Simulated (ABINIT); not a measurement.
BaS:

```xyz
2
Lattice="0.0000 3.1938 3.1938 3.1938 0.0000 3.1938 3.1938 3.1938 0.0000" Properties=species:S:1:pos:R:3 pbc="T T T"
Ba    0.0000    0.0000    0.0000
S     3.1938    3.1938    3.1938
```

Base run:

* Program: ABINIT 10.8.3 (patched build)
* Functional: rPW86PBE
* Potentials or basis: JTH PAW PBE v2.0
* Cutoff: 544 eV
* k mesh: 7 × 7 × 7
* Occupations: fermi-dirac, width 0.05 eV
* Spin: no spin polarisation

Its results: band gap on the k mesh 2.17 eV, indirect (least direct gap 2.31 eV); pressure 2.8 GPa.

Problem. After a change of settings the same cell gave: band gap on the k mesh 2.18 eV, indirect (least direct gap 2.33 eV); pressure 1.4 GPa. Which change was it?
A. functional from rPW86PBE to BLYP
B. functional from rPW86PBE to BP86
C. functional from rPW86PBE to RPBE
D. functional from rPW86PBE to LDA-PZ; potentials or basis from JTH PAW PBE v2.0 to JTH PAW LDA v2.0

Solution. B.

Caveats: this set's barium file shifts pressures by 1.5 GPa and gaps by 0.1 eV against other sets; the PAW data sets were made with another functional, which shifts forces and pressure a little; spin-orbit coupling is left out, which moves the levels of the heavy elements.
